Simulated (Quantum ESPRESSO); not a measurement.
Crystal: ZrSe2.

```
CELL_PARAMETERS angstrom
3.79800 0.00000 0.00000
-1.89900 3.28916 0.00000
0.00000 0.00000 6.19200
ATOMIC_POSITIONS crystal
Zr 0.00000 0.00000 0.00000
Se 0.66667 0.33333 0.75000
Se 0.33333 0.66667 0.25000
```

Base run:

* Program: Quantum ESPRESSO 7.5
* Functional: PBE
* Potentials or basis: PseudoDojo 0.4.1 SR PBE standard
* Cutoff: 1170 eV
* Density cutoff: 4680 eV
* k mesh: 8 × 8 × 5
* Occupations: fermi-dirac, width 0.05 eV
* Spin: no spin polarisation

Its results: band gap on the k mesh 0.40 eV, indirect (least direct gap 1.05 eV); pressure 2.0 GPa; largest force 0.288 eV/Å.

**Question.** The run is repeated on the same cell with these changes: functional from PBE to LDA; potentials or basis from PseudoDojo 0.4.1 SR PBE standard to PseudoDojo 0.4.1 SR LDA standard. What comes out?

**Answer.** Band gap on the k mesh 0.33 eV, indirect (least direct gap 0.97 eV); pressure -3.1 GPa; largest force 0.078 eV/Å.

Caveats: this functional lacks dispersion, which binds the layers, so the pressure and a relaxed spacing across them are unreliable (some runs).

A k mesh can miss the band edges.
